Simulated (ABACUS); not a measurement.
Set up this calculation in ABACUS 3.10.1, as the native input.

```
Task                                          : single point
Functional                                    : PBE
Potentials or basis                           : PseudoDojo NC SR 0.4.1 PBE standard
Cutoff                                        : 1361 eV
Density cutoff                                : 5442 eV
Basis                                         : TZDP LCAO (the cutoffs set its grid)
k mesh                                        : 9 × 9 × 5
Occupations                                   : fermi-dirac, width 0.05 eV
Spin                                          : no spin polarisation
Orbital files                                 : Pb Pb_confined-atom_8au_3s3p3d1f.orb
Radial cutoff of the potentials (pseudo_rcut) : 10 bohr
SCF threshold on the density                  : 1e-07
Max SCF steps                                 : 100
Eigensolver                                   : genelpa
Mixing                                        : broyden
Mixing share                                  : 0.7
Symmetry key                                  : 1
Bands                                         : 18
```

Pb:

```
Pb
1.0
     3.48000    0.00000    0.00000
    -1.74000    3.01377    0.00000
     0.00000    0.00000    5.59000
Pb
2
Direct
  0.66667 0.33333 0.75000
  0.33333 0.66667 0.25000
```

This isn't the form of Pb at room conditions, which is fcc.

The input as run:

INPUT

```
INPUT_PARAMETERS
suffix              Pb
calculation         scf
basis_type          lcao
pseudo_dir          ./
orbital_dir         ./
symmetry            1
dft_functional      pbe
ecutwfc             100
pseudo_rcut         10
nspin               1
nbands              18
ks_solver           genelpa
smearing_method     fd
smearing_sigma      0.00367493
scf_thr             1e-07
scf_nmax            100
mixing_type         broyden
mixing_beta         0.7
cal_force           1
cal_stress          1
out_mul             1
```

STRU

```
ATOMIC_SPECIES
Pb 207.2000 Pb.upf

NUMERICAL_ORBITAL
Pb_confined-atom_8au_3s3p3d1f.orb

LATTICE_CONSTANT
1.8897261246

LATTICE_VECTORS
3.4800000000 0.0000000000 0.0000000000
-1.7400000000 3.0137684052 0.0000000000
0.0000000000 0.0000000000 5.5900000000

ATOMIC_POSITIONS
Direct

Pb
0.0
2
0.6666666667 0.3333333333 0.7500000000 1 1 1
0.3333333333 0.6666666667 0.2500000000 1 1 1
```

KPT

```
K_POINTS
0
Gamma
9 9 5 0 0 0
```

Potentials or basis: PseudoDojo NC SR 0.4.1 PBE standard, TZDP LCAO (the cutoffs set its grid).

Command:

```sh
$ OMP_NUM_THREADS=1 mpirun -np 4 abacus > log
```

It gave:

```
Pressure               : 4.5 GPa
Band gap on the k mesh : none (metal or under the smearing width)
```

Caveat: the atomic orbitals were generated for these runs and aren't a published set; the basis of atomic orbitals isn't converged, which shifts pressures, moduli and gaps.

Wall time 7.7 s on 4 MPI ranks on INTEL(R) XEON(R) PLATINUM 8581C CPU @ 2.10GHz (Emerald Rapids) (shared host), peak memory 0.48 GiB a rank.
